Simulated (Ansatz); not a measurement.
A run of Ansatz 0.2.0:

Contents of input.yaml:

```yaml
crystal:
  lattice:
    - [2.4705617809, 0.0, 0.0]
    - [-1.2352808905, 2.1395692639, 0.0]
    - [0.0, 0.0, 8.0882338]
  atoms:
    - { symbol: Co, position: [0.6666666667, 0.3333333333, 0.75], spin: 2.0 }
    - { symbol: Co, position: [0.0, 0.0, 0.5], spin: -2.0 }
    - { symbol: Co, position: [0.3333333333, 0.6666666667, 0.25], spin: 2.0 }
    - { symbol: Co, position: [0.0, 0.0, 0.0], spin: -2.0 }
hamiltonian:
  xc: pbe
  pseudopotentials: { kind: paw }
magnetization:
  spin_polarized: true
kpoints:
  mp_grid: { grid: [12, 12, 4] }
scf:
  occupations: { method: fermi_dirac, width: 0.05 }
output:
  forces: true
  stress: true
  eigenvalues: true
```

Potentials or basis: Ansatz PAW.

Launch:

```console
$ ansatz run input.yaml --threads 2 --pin off --max-ram 5632MiB --backend cpu --events-out ev --progress --plain --runs-dir out
```

Hardware: 2 threads of Arm Neoverse V1, on a shared host.

Q: How long does it take, and how much memory?

A: It took 17 s on 2 threads of Arm Neoverse V1 (shared host), peak memory 0.53 GiB. Counts: scf iterations 16, plane waves 813, k points 57, bands 46.
